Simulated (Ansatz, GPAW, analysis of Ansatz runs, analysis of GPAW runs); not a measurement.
**Charge-transition level of substitutional B in diamond (LDA) (GPAW)**

Aim: the charge-transition level of substitutional B in diamond, to be set beside the measurement. Set-up: LDA, plane waves 500 eV, 64-site cell, LDA lattice, k: the zone centre alone then 2x2x2 shifted, start relaxed with Ansatz. The model is a cell of 64 host atoms with 1 C taken out and 1 B put in. The level is the Fermi energy at which two charge states have equal formation energy, after a correction for the images of the charge. A local or semilocal functional is the cheapest first rung.

Measured beforehand: (0/-1) level above the valence-band top: 0.368 eV, by acceptor ionization energy (cited; method not stated) (quoted in “Phosphorescence and donor-acceptor pair recombination in laboratory-grown diamonds”, 2023, Jiahui Zhao et al., quoting earlier work (1993)). The runs below try to reproduce this.

Calculated with GPAW 26.7.0; GPAW plane-wave PAW DFT, LDA; relaxation of all atoms of a defect supercell.

Report form: the programs' logs are mostly left out.

## 1. The starting structure

The cell holds 64 atoms: 63 C and 1 B. Its edges and angles: a = 7.063 Å, b = 7.063 Å, c = 7.063 Å, α = 90.0°, β = 90.0°, γ = 90.0°. It derives from C (space group Fd-3m). Nearest the centre at fractional (0.375, 0.375, 0.375): B8 at 0.02 Å, C4 at 1.57 Å, C49 at 1.57 Å, C42 at 1.57 Å, C27 at 1.59 Å, C14 at 2.49 Å, C21 at 2.50 Å, C31 at 2.50 Å.

The host's primitive cell comes from a first run (GPAW plane-wave PAW DFT, LDA; relaxation of cell and atoms of a defect-free cell): vectors of 2.497, 2.497 and 2.497 Å. That is 5.51 Å³ an atom, 2.9 % under the diffraction cell's volume. The supercell is built on it.

This program's steps are dear, so the start below was first relaxed with Ansatz (plane-wave PAW DFT, LDA; 21 s).

## 2. Relaxation, charge 0

Every later number rests on the structure around the defect, so the atoms are relaxed at the host's lattice first.

The input, run.py:

```python
import numpy as np
from ase.io import read, write
from ase.parallel import parprint, world
from gpaw import GPAW, PW
from ase.optimize import BFGS

atoms = read('POSCAR')
magmoms = np.zeros(len(atoms))
magmoms[[7, 3, 26, 41]] = 1 / 4
atoms.set_initial_magnetic_moments(magmoms)
calc = GPAW(mode=PW(500),
            xc='LDA',
            kpts={'size': (1, 1, 1), 'gamma': True},
            occupations={'name': 'fermi-dirac', 'width': 0.01, 'fixmagmom': True},
            nbands=136,
            convergence={'density': 1e-05, 'forces': 0.001},
            maxiter=150,
            symmetry='off',
            txt='gpaw.txt')
atoms.calc = calc
opt = BFGS(atoms, trajectory='relax.traj', logfile='-')
done = opt.run(fmax=0.02, steps=80)
parprint('Converged:', done)
energy = atoms.get_potential_energy()
forces = atoms.get_forces()
parprint(f'Energy: {energy:.6f} eV, largest force {np.linalg.norm(forces, axis=1).max():.4f} eV/A')
calc.write('gs.gpw')
write('final.xyz', atoms)
parprint('Moments:', atoms.get_magnetic_moments().round(3))
for s in range(calc.get_number_of_spins()):
    parprint('Levels (eV), spin', s, calc.get_eigenvalues(kpt=0, spin=s)[-16:].round(3))
```

The input, POSCAR:

```
C  B  C 
 1.0000000000000000
     7.0634451070462152    0.0000000000000027   -0.0000000000000000
     0.0000000000000022    7.0634451070462152   -0.0000000000000000
    -0.0000000000000004   -0.0000000000000018    7.0634451070462179
 C   B   C  
   7   1  56
Direct
 -0.0011170723695550  0.0001203022309985  0.2511404614609880
 -0.0011199113026846  0.2511274525644758  0.0001330160116098
  0.2497425669217649  0.0004099400003003  0.0004099392950270
  0.2455171118608988  0.2478417984018547  0.2478364316398376
  0.1247571396264991  0.1240517540121879  0.3736072899143756
  0.1247806574433468  0.3736009024328653  0.1240695150385406
  0.3746802029351260  0.1242643610691479  0.1242893113024871
  0.3768054741273846  0.3736488478859969  0.3736755044216841
 -0.0002162139798690  0.0009406812705943  0.7506984477395520
 -0.0001710062517667  0.2508404352894569  0.5005346838590843
  0.2499664670880277  0.0010275084781378  0.5005268776966685
  0.2499580991156081  0.2508408624191457  0.7506745408341038
  0.1255378751490454  0.1250268776206216  0.8747422863255312
  0.1254701198162490  0.3756856499695562  0.6250017295638888
  0.3768744790296505  0.1240289821351414  0.6257252986239228
  0.3754811131715048  0.3749835805694230  0.8749625065284251
 -0.0001704111587770  0.5005394033846394  0.2508559503427679
 -0.0002338755854178  0.7507030392937348  0.0009228328493752
  0.2499448697677041  0.5005347011748388  0.0010245235181689
  0.2499410507447175  0.7506767810321322  0.2508387237048001
  0.1254660048589976  0.6250082175765397  0.3757073986029921
  0.1255379965322836  0.8747189203915582  0.1250350703424193
  0.3768808435250516  0.6256953898852664  0.1240888947138375
  0.3754875897975901  0.8749489800050632  0.3749995208246185
 -0.0010663605741961  0.5008390680495692  0.7515558315597114
 -0.0010539750497040  0.7515672437583598  0.5008482259431067
  0.2454696034700281  0.5050651670064912  0.5050388360688827
  0.2496424664071379  0.7515787309033040  0.7515705491629688
  0.1256217802387421  0.6248382685642722  0.8750836132952271
  0.1256244019916747  0.8750501563826831  0.6248479135174080
  0.3747528479308351  0.6250337579137737  0.6250279668825065
  0.3757544425074104  0.8748203841519507  0.8748395586928579
  0.4995187287952562  0.0012293179406130  0.2509767716665294
  0.4995002083549433  0.2509832267881219  0.0012500838920230
  0.7495080832112595  0.0009708657326155  0.0009763120070518
  0.7492418511939888  0.2509844431967608  0.2509949536356601
  0.6261851176222172  0.1242869928036349  0.3757734419085390
  0.6261642900903388  0.3757412153571067  0.1243066518512956
  0.8752849940216614  0.1249607806570538  0.1249845060613985
  0.8755295965200240  0.3749849864855341  0.3750009239516595
  0.4993831989610448  0.0001226227343128  0.7516136163843675
  0.5026286497320029  0.2478560044440616  0.5049898134051442
  0.7500659380085010  0.0004222703586212  0.5007442178116300
  0.7503562175569466  0.2511289351143717  0.7516093775196786
  0.6254975219462623  0.1249655326538111  0.8751976966385817
  0.6263969857581879  0.3735953283357786  0.6257046003266020
  0.8757178881998987  0.1250209378040808  0.6249403922255387
  0.8756493453138594  0.3747054212270656  0.8748380069509324
  0.5026222785366958  0.5050047216036251  0.2478675699126534
  0.4993653070913512  0.7516078086814472  0.0001245502388308
  0.7500607049687403  0.5007614001625460  0.0004318441337262
  0.7503690945169541  0.7516040239221849  0.2511288500552323
  0.6263967748411111  0.6257001116356501  0.3736239542802439
  0.6255098143439534  0.8751876993884491  0.1249822847970904
  0.8757094140158078  0.6249245705425189  0.1250559196082527
  0.8756456116280081  0.8748208188076160  0.3747250484421462
  0.4996550057323161  0.5005466393637221  0.7506587999662767
  0.4996267669960101  0.7506541141722168  0.5005410924195978
  0.7494497872039514  0.5005400642752171  0.5005272672575780
  0.7495659640441020  0.7507265786049995  0.7507113216241080
  0.6254381047941998  0.6249138238201819  0.8747556094241490
  0.6254466938424980  0.8747255070969474  0.6249374333527805
  0.8754069278639275  0.6248250645843111  0.6248533326801242
  0.8755198135086703  0.8749519618807402  0.8749696662932025
```

Started as:

```sh
$ OMP_NUM_THREADS=1 mpirun -n 4 gpaw python run.py > stdout
```

Run time: 41 s. Hardware: 4 MPI ranks of Arm Neoverse V1, shared host; peak memory 1.5 GiB; 2.7 min of CPU time.

No atom moved by 0.005 Å in the relaxation.

Neighbours of B8 at the end:

| atom | distance (Å) |
| --- | --- |
| C4 | 1.562 |
| C42 | 1.562 |
| C49 | 1.562 |
| C27 | 1.606 |
| C38 | 2.491 |
| C37 | 2.491 |
| C7 | 2.491 |
| C5 | 2.505 |
| C46 | 2.505 |
| C6 | 2.505 |
| C23 | 2.506 |
| C53 | 2.506 |
| C15 | 2.506 |
| C14 | 2.510 |
| C21 | 2.511 |
| C31 | 2.511 |

Numbers from this step:

```yaml
total_moment: 1.000 μB
```

## 3. Single point, charge 0

The relaxed structure is kept, and the final numbers are taken at the final level and k-points.

This step: GPAW plane-wave PAW DFT, LDA; single point of a defect supercell.

The input, run.py:

```python
import numpy as np
from ase.io import read, write
from ase.parallel import parprint, world
from gpaw import GPAW, PW

atoms = read('POSCAR')
magmoms = np.zeros(len(atoms))
magmoms[[7, 3, 26, 41]] = 1 / 4
atoms.set_initial_magnetic_moments(magmoms)
calc = GPAW(mode=PW(500),
            xc='LDA',
            kpts={'size': (2, 2, 2), 'gamma': False},
            occupations={'name': 'fermi-dirac', 'width': 0.01, 'fixmagmom': True},
            nbands=136,
            convergence={'density': 1e-05, 'bands': 133},
            maxiter=150,
            symmetry={'point_group': False},
            txt='gpaw.txt')
atoms.calc = calc
energy = atoms.get_potential_energy()
forces = atoms.get_forces()
parprint(f'Energy: {energy:.6f} eV, largest force {np.linalg.norm(forces, axis=1).max():.4f} eV/A')
calc.write('gs.gpw')
write('final.xyz', atoms)
parprint('Moments:', atoms.get_magnetic_moments().round(3))
for s in range(calc.get_number_of_spins()):
    parprint('Levels (eV), spin', s, calc.get_eigenvalues(kpt=0, spin=s)[-16:].round(3))
field = calc.get_electrostatic_potential()
if world.rank == 0:
    np.save('potential.npy', field)
field = calc.get_pseudo_density()
if world.rank == 0:
    np.save('density.npy', field)
field = calc.get_pseudo_density(spin=0) - calc.get_pseudo_density(spin=1)
if world.rank == 0:
    np.save('spin.npy', field)
```

The input, POSCAR:

```
C  B  C 
 1.0000000000000000
     7.0634451070462152    0.0000000000000027   -0.0000000000000000
     0.0000000000000022    7.0634451070462152   -0.0000000000000000
    -0.0000000000000004   -0.0000000000000018    7.0634451070462179
 C   B   C  
   7   1  56
Direct
 -0.0011210917448910  0.0001151237091358  0.2511283606112398
 -0.0011205594267456  0.2511193664166171  0.0001311243997743
[... 1 atom line left out ...]
  0.2455201751720292  0.2478452530555704  0.2478512317245286
  0.1247699722506293  0.1240615658109717  0.3736127385441763
  0.1247745422585377  0.3736084120435048  0.1240737440042890
  0.3746932325360369  0.1242751712084985  0.1242934484086528
  0.3767754091194336  0.3736834094409464  0.3737043255799918
[... 5 atom lines left out ...]
  0.1254718280624703  0.3756940501105870  0.6250150603699047
[... 6 atom lines left out ...]
  0.1254645610703407  0.6250222141028547  0.3757087624780540
[... 1 atom line left out ...]
  0.3768694666211103  0.6257064297974280  0.1240808977372386
[... 3 atom lines left out ...]
  0.2454921859971996  0.5050152830439008  0.5050034828530960
[... 3 atom lines left out ...]
  0.3747640237706854  0.6250328024204342  0.6250357188443161
[... 10 atom lines left out ...]
  0.5026205861582228  0.2478482034572064  0.5049767112144503
[... 6 atom lines left out ...]
  0.5026211227235874  0.5049772817575691  0.2478697991513313
[... 14 atom lines left out ...]
  0.8755185049616803  0.8749633778331227  0.8749670743296060
```

The job ended after 5.8 min (4 MPI ranks; peak memory 2.4 GiB).

Numbers from this step:

```yaml
total_moment: 1.0000 μB
```

## 4. Relaxation, charge −1

The input, run.py:

```python
import numpy as np
from ase.io import read, write
from ase.parallel import parprint, world
from gpaw import GPAW, PW
from ase.optimize import BFGS

atoms = read('POSCAR')
calc = GPAW(mode=PW(500),
            xc='LDA',
            kpts={'size': (1, 1, 1), 'gamma': True},
            charge=-1,
            occupations={'name': 'fermi-dirac', 'width': 0.01},
            nbands=136,
            convergence={'density': 1e-05, 'forces': 0.001},
            maxiter=150,
            symmetry='off',
            txt='gpaw.txt')
atoms.calc = calc
opt = BFGS(atoms, trajectory='relax.traj', logfile='-')
done = opt.run(fmax=0.02, steps=80)
parprint('Converged:', done)
energy = atoms.get_potential_energy()
forces = atoms.get_forces()
parprint(f'Energy: {energy:.6f} eV, largest force {np.linalg.norm(forces, axis=1).max():.4f} eV/A')
calc.write('gs.gpw')
write('final.xyz', atoms)
for s in range(calc.get_number_of_spins()):
    parprint('Levels (eV), spin', s, calc.get_eigenvalues(kpt=0, spin=s)[-16:].round(3))
```

The input, POSCAR:

```
C  B  C 
 1.0000000000000000
     7.0634451070462152    0.0000000000000027   -0.0000000000000000
     0.0000000000000022    7.0634451070462152   -0.0000000000000000
    -0.0000000000000004   -0.0000000000000018    7.0634451070462179
 C   B   C  
   7   1  56
Direct
 -0.0005486565154283 -0.0002931331869141  0.2507446987864170
 -0.0005484225789398  0.2507335518253341 -0.0002808209877447
[... 1 atom line left out ...]
  0.2467533550374320  0.2470149594666753  0.2470230272178027
  0.1244613296498971  0.1247208702927239  0.3739991322580970
  0.1244622485072678  0.3739902414694416  0.1247282002967138
  0.3737320320893087  0.1247233868995640  0.1247333433039825
  0.3751089006101040  0.3753654649553920  0.3753787723098628
[... 6 atom lines left out ...]
  0.3764867267546436  0.1247211291574889  0.6260231991501924
[... 7 atom lines left out ...]
  0.3764860484317445  0.6260118711750209  0.1247330339323320
[... 3 atom lines left out ...]
  0.2467548718416205  0.5037212730974024  0.5037292924116391
[... 9 atom lines left out ...]
  0.6257551322716987  0.1247219514253206  0.3767529365953956
  0.6257559847842780  0.3767455901844623  0.1247298231419648
[... 3 atom lines left out ...]
  0.5034648632236369  0.2470106003320721  0.5037328088029226
[... 6 atom lines left out ...]
  0.5034655626891095  0.5037212214668291  0.2470235958082211
[... 14 atom lines left out ...]
  0.8751080216283703  0.8753684766684563  0.8753761770577390
```

Wall time 16 s (4 MPI ranks); peak memory 1.2 GiB.

Hardly anything moved in the relaxation; the energy changed by under 0.2 meV an atom.

Neighbours of B8 at the end:

| atom | distance (Å) |
| --- | --- |
| C27 | 1.570 |
| C4 | 1.570 |
| C42 | 1.570 |
| C49 | 1.570 |
| C7 | 2.504 |
| C14 | 2.504 |
| C15 | 2.504 |
| C37 | 2.504 |
| C46 | 2.504 |
| C31 | 2.504 |
| C23 | 2.504 |
| C5 | 2.504 |
| C21 | 2.504 |
| C38 | 2.504 |
| C53 | 2.504 |
| C6 | 2.504 |

## 5. Single point, charge −1

This step: GPAW plane-wave PAW DFT, LDA; single point of a defect supercell.

The input, run.py:

```python
import numpy as np
from ase.io import read, write
from ase.parallel import parprint, world
from gpaw import GPAW, PW

atoms = read('POSCAR')
calc = GPAW(mode=PW(500),
            xc='LDA',
            kpts={'size': (2, 2, 2), 'gamma': False},
            charge=-1,
            occupations={'name': 'fermi-dirac', 'width': 0.01},
            nbands=136,
            convergence={'density': 1e-05, 'bands': 133},
            maxiter=150,
            symmetry={'point_group': False},
            txt='gpaw.txt')
atoms.calc = calc
energy = atoms.get_potential_energy()
forces = atoms.get_forces()
parprint(f'Energy: {energy:.6f} eV, largest force {np.linalg.norm(forces, axis=1).max():.4f} eV/A')
calc.write('gs.gpw')
write('final.xyz', atoms)
for s in range(calc.get_number_of_spins()):
    parprint('Levels (eV), spin', s, calc.get_eigenvalues(kpt=0, spin=s)[-16:].round(3))
field = calc.get_electrostatic_potential()
if world.rank == 0:
    np.save('potential.npy', field)
field = calc.get_pseudo_density()
if world.rank == 0:
    np.save('density.npy', field)
```

The input, POSCAR:

```
C  B  C 
 1.0000000000000000
     7.0634451070462152    0.0000000000000027   -0.0000000000000000
     0.0000000000000022    7.0634451070462152   -0.0000000000000000
    -0.0000000000000004   -0.0000000000000018    7.0634451070462179
 C   B   C  
   7   1  56
Direct
 -0.0005486571979067 -0.0002931331621639  0.2507446993865923
 -0.0005484221851085  0.2507335518518120 -0.0002808204735705
[... 1 atom line left out ...]
  0.2467533552800350  0.2470149599179980  0.2470230268030854
  0.1244613296595196  0.1247208701489292  0.3739991321465386
  0.1244622484746164  0.3739902413009176  0.1247282008493473
  0.3737320316068717  0.1247233873342020  0.1247333428161141
  0.3751089008049204  0.3753654654093786  0.3753787719472753
[... 6 atom lines left out ...]
  0.3764867270430393  0.1247211292293032  0.6260231987346946
[... 7 atom lines left out ...]
  0.3764860489036995  0.6260118714009661  0.1247330341848490
[... 3 atom lines left out ...]
  0.2467548715373057  0.5037212728461175  0.5037292930117930
[... 9 atom lines left out ...]
  0.6257551326605192  0.1247219517740969  0.3767529370824043
  0.6257559849358478  0.3767455908088488  0.1247298232870992
[... 3 atom lines left out ...]
  0.5034648625572921  0.2470106008553120  0.5037328082935888
[... 6 atom lines left out ...]
  0.5034655633484675  0.5037212218794864  0.2470235959304643
[... 14 atom lines left out ...]
  0.8751080211317561  0.8753684761890433  0.8753761763975356
```

Run time: 3 min. Hardware: 4 MPI ranks; peak memory 2.1 GiB; 12 min of CPU time.

## 6. Charge-transition levels

Analysis of the runs above: levels from GPAW plane-wave PAW DFT, LDA energies with an image-charge correction aligned at atomic sites (own code after Kumagai and Oba).

It gives:

```
gap : 4.171 eV
```

## 7. What came out

| Quantity | Value |
| --- | --- |
| static dielectric constant used | 5.8 |
| band gap of the host | 4.17 eV |
| (0/-1) level above the valence-band top | 0.03 eV |

In words: (0/-1) level above the valence-band top: computed 0.03 eV, measured 0.368 eV; 0.34 eV below the measurement. The level is counted in a gap of 4.17 eV, and the correction is screened by a dielectric constant of 5.8 from a linear-response run on the host (PBEsol). The bound state has a long tail, so in cells of 64 to 216 sites the impurity band still disperses by tenths of an eV and the level moves with cell and k-points. Levels hang on the band edges, which semilocal functionals place too close together. Limits: the periodic copies of the defect are only 7.1 Å apart.

[Logs are printed without paths, hosts, clocks, repeated set-up lines and the standing remarks that a program may print on its own settings, such as how far it seeks lower states.]

[Hosts, paths, dates, database ids (printed as entryN), source tags and the programs' standing remarks are cut or masked in the printed files.]

[For some hosts the program warned that the k-mesh of the response run may be too coarse for force constants and the static dielectric constant; such warnings are not shown here.]
